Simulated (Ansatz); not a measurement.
# LiBr: strong compression

The task here is to estimate one member of a computed series from the others.

Program: Ansatz 0.2.0. Level of theory: DFT PBEsol, with the methods named in each step. These are calculated values, not measurements.

## The system as given

The structure is cubic, space group Fm-3m (No. 225). Conventional cell: a = 5.445 Å, b = 5.445 Å, c = 5.445 Å, α = 90.00°, β = 90.00°, γ = 90.00°. Li (site symmetry m-3m) has 6 Br at 2.72 Å as nearest neighbours. Br (site symmetry m-3m) is surrounded by 6 Li at 2.72 Å.

Coordinates:

```cif
data_structure
_symmetry_space_group_name_H-M 'Fm-3m'
_symmetry_Int_Tables_number 225
_cell_length_a 5.4454
_cell_length_b 5.4454
_cell_length_c 5.4454
_cell_angle_alpha 90.000
_cell_angle_beta 90.000
_cell_angle_gamma 90.000
_cell_volume 161.47
loop_
_atom_site_label
_atom_site_type_symbol
_atom_site_symmetry_multiplicity
_atom_site_Wyckoff_symbol
_atom_site_fract_x
_atom_site_fract_y
_atom_site_fract_z
_atom_site_occupancy
Li1 Li 4 a 0.00000 0.00000 0.00000 1
Br1 Br 4 b 0.50000 0.00000 0.00000 1
```

The file gives the conventional cell by its symmetry; the runs use the cell typed in the input.

Whether this phase is the stable one at these pressures isn't tested.

Atoms are numbered in the order of the input: Li1, Br2.

The first run:

Input file input.yaml:

```yaml
crystal:
  lattice:
    - [0.0, 2.7226905798, 2.7226905798]
    - [2.7226905798, 0.0, 2.7226905798]
    - [2.7226905798, 2.7226905798, 0.0]
  atoms:
    - { symbol: Li, position: [0.0, 0.0, 0.0] }
    - { symbol: Br, position: [0.5, 0.5, 0.5] }
kpoints:
  mp_grid: { grid: [9, 9, 9] }
  band_path:
    path:
      - [0.0, 0.0, 0.0]
      - [0.5, 0.0, 0.5]
      - [0.625, 0.25, 0.625]
      - [0.375, 0.375, 0.75]
      - [0.0, 0.0, 0.0]
      - [0.5, 0.5, 0.5]
      - [0.5, 0.25, 0.75]
      - [0.5, 0.0, 0.5]
    npoints: 14
scf:
  occupations: { method: fermi_dirac, width: 0.03 }
hamiltonian:
  xc: pbesol
  pseudopotentials: { kind: all_electron, lapw: { basis_error: 0.001 } }
output:
  forces: true
  stress: true
  eigenvalues: true
  populations: true
```

Command:

```
> ansatz run input.yaml --threads 1 --pin off --max-ram 2048MiB --backend cpu --events-out ev --progress --plain --runs-dir out
```

Among the steps run: The reference volume, LAPW; Volume scaled by 1, crystal datasets; Volume scaled by 0.75, LAPW; Volume scaled by 0.7, LAPW; Volume scaled by 0.5, LAPW; Volume scaled by 0.5, crystal datasets.

One table of the session follows, with a row left open; its other results are not shown here.

| method | volume over the first | volume (Å³/atom) | pressure (GPa) | gap on the k mesh (eV) |
| --- | --- | --- | --- | --- |
| LAPW | 1 | 20.183 | -0.54 | 4.90 |
| LAPW | 0.75 | 15.138 | 13.92 | 5.61 |
| LAPW | 0.7 | ? | ? | ? |
| LAPW | 0.5 | 10.092 | 84.16 | 4.30 |
| PAW | 1 | 20.183 | -0.53 | 4.90 |
| PAW | 0.75 | 15.138 | 13.97 | 5.61 |
| PAW | 0.7 | 14.128 | 20.41 | 5.62 |
| PAW | 0.5 | 10.092 | 84.33 | 4.28 |
| crystal datasets | 1 | 20.183 | -0.54 | 4.90 |
| crystal datasets | 0.5 | 10.092 | 84.16 | 4.30 |

Estimate the missing values for LAPW, 0.7.

As computed: volume (Å³/atom): 14.128; pressure (GPa): 20.35; gap on the k mesh (eV): 5.62.

To keep in mind: Rows by PAW come from runs of the same series that aren't printed here. Warnings in the runs' records: crystal datasets made.
